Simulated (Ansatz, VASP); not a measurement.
# In: VASP beside Ansatz

File INCAR:

```
PREC = Accurate
ENCUT = 520
EDIFF = 1E-6
ISMEAR = -1
SIGMA = 0.05
LREAL = F
LASPH = T
NELM = 80
ALGO = Normal
ISIF = 2
LWAVE = F
LCHARG = F
GGA = PE
NBANDS = 12
```

Contents of KPOINTS:

```
regular mesh
0
Gamma
  11 11 11
```

POSCAR

```
In
1.0
   -1.6254700000      1.6254700000      2.4737000000
    1.6254700000     -1.6254700000      2.4737000000
    1.6254700000      1.6254700000     -2.4737000000
In
1
Direct
    0.0000000000      0.0000000000      0.0000000000
```

File input.yaml:

```yaml
crystal:
  lattice:
    - [-1.62547, 1.62547, 2.4737]
    - [1.62547, -1.62547, 2.4737]
    - [1.62547, 1.62547, -2.4737]
  atoms:
    - { symbol: In, position: [0.0, 0.0, 0.0] }
kpoints:
  mp_grid: { grid: [11, 11, 11] }
  band_path:
    path:
      - [0.0, 0.0, 0.0]
      - [0.0, 0.0, 0.5]
      - [-0.2158906645, 0.2158906645, 0.5]
      - [-0.3579453323, 0.3579453323, 0.3579453323]
      - [0.0, 0.0, 0.0]
      - [0.5, 0.5, -0.5]
      - [0.3579453323, 0.6420546677, -0.3579453323]
      - [0.0, 0.5, 0.0]
    npoints: 10
scf:
  occupations: { method: fermi_dirac, width: 0.05 }
hamiltonian:
  xc: pbe
  pseudopotentials: { kind: all_electron, lapw: { basis_error: 0.001 } }
output:
  forces: true
  stress: true
  eigenvalues: true
```

Alike in both runs: functional PBE; k mesh 11 × 11 × 11; occupations fermi-dirac, width 0.05 eV; no spin polarisation.

|  | VASP | Ansatz |
| --- | --- | --- |
| version | VASP 6.6.1 | Ansatz 0.2.0 |
| potentials or method | VASP PAW PBE potentials, release 64 (In_d) | all-electron LAPW, scalar-relativistic |
| plane-wave cutoff (eV) | 520 | see its input |
| task | single point | band structure |

|  | VASP | Ansatz | Ansatz less VASP |
| --- | --- | --- | --- |
| gap on the k mesh at the Fermi level (eV) | none | none | - |
| pressure (GPa) | 2.0 | 2.0 | +0.05 |
| largest component of the traceless stress (GPa) | 0.36 | 0.36 | 0.000 |

A gap of «none» marks a metal or a gap that the smearing closes. Ansatz ran all-electron here, so the differences hold the error of VASP's frozen core and of both bases.

Caveats: spin-orbit coupling is left out, which moves the levels of the heavy elements (Ansatz).
